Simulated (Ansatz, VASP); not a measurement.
## Two plane-wave programs on C

File INCAR:

```
SYSTEM = C
ALGO = Normal
DIPOL = 0.5 0.5 0.345
EDIFF = 1E-6
ENCUT = 520
GGA = PE
IDIPOL = 3
ISIF = 2
ISMEAR = 0
IVDW = 12
LASPH = .True.
LCHARG = .False.
LDIPOL = .True.
LREAL = .False.
LWAVE = .False.
NBANDS = 16
NELM = 100
PREC = Accurate
SIGMA = 0.1
```

File KPOINTS:

```
k-points
0
Gamma
  15 15 1
  0 0 0
```

POSCAR

```
C
1.0
    2.4656677093      0.0000000000      0.0000000000
   -1.2328338546      2.1353308736      0.0000000000
    0.0000000000      0.0000000000     17.5000661151
C
4
Direct
    0.6666666667      0.3333333333      0.2571437747
    0.3333333333      0.6666666667      0.2571418857
    0.6666666667      0.8333333333      0.4320021459
    1.0000000000      0.5000000000      0.4320002569
```

Input for Ansatz:

```yaml
crystal:
  lattice:
    - [2.4656677093, 0.0, 0.0]
    - [-1.2328338546, 2.1353308736, 0.0]
    - [0.0, 0.0, 17.5000661151]
  atoms:
    - { symbol: C, position: [0.6666666667, 0.3333333333, 0.2571437747] }
    - { symbol: C, position: [0.3333333333, 0.6666666667, 0.2571418857] }
    - { symbol: C, position: [0.6666666667, 0.8333333333, 0.4320021459] }
    - { symbol: C, position: [1.0, 0.5, 0.4320002569] }
basis:
  ecutwfc: 420
kpoints:
  mp_grid: { grid: [15, 15, 1] }
hamiltonian:
  xc: pbe
  dispersion: d3bj
scf:
  occupations: { method: gaussian, width: 0.1 }
output:
  forces: true
  eigenvalues: true
efield:
  axis: 3
  dipole_correction: true
  ramp_width: 0.04
```

Alike in both runs: task single point; functional PBE; dispersion D3(BJ); k mesh 15 × 15 × 1; occupations gaussian, width 0.1 eV; no spin polarisation.

```csv
,VASP,Ansatz
version,VASP 6.6.1,Ansatz 0.2.0
potentials or method,"VASP PAW PBE potentials, release 64 (C)","scalar-relativistic, plane waves, PAW"
plane-wave cutoff (eV),520,420
valence electrons in the cell,16,16
```

```tsv
	VASP	Ansatz	Ansatz less VASP
gap on the k mesh at the Fermi level (eV)	0.74	0.74	-0.001
least direct gap on the mesh (eV)	0.74	0.74	-0.001
rms of the force components (eV/Å)	0.087	0.087	-0.0001
```

Atom by atom the forces differ by 0.000 eV/Å (rms over components).
